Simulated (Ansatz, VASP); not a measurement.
# Two plane-wave programs on Se

```
Se
1.0
     3.95346    0.00000    0.00000
    -1.97673    3.42380    0.00000
     0.00000    0.00000    5.12053
Se
3
Direct
  0.25435 0.00000 0.33333
  0.00000 0.25435 0.66667
  0.74565 0.74565 0.00000
```

Alike in both runs: task single point; functional LDA; k mesh 9 × 9 × 6; occupations methfessel-paxton of order 1, width 0.3 eV; no spin polarisation.

```csv
,VASP,Ansatz
version,VASP 6.6.1,Ansatz 0.2.0
potentials or method,"VASP PAW LDA potentials, release 64 (Se)","plane waves (420 eV) with PAW, scalar-relativistic"
plane-wave cutoff (eV),520,420
valence electrons in the cell,18,48
```

VASP gave:

| Quantity | Value |
| --- | --- |
| pressure (GPa) | 0.2 |
| largest component of the traceless stress (GPa) | 0.09 |

Task: Estimate Ansatz's values.

Result: Pressure (GPa): 0.0; largest component of the traceless stress (GPa): 0.08.

The two sets of potentials don't hold the same shells in valence. Ansatz warned: «pseudo_functional_mismatch».
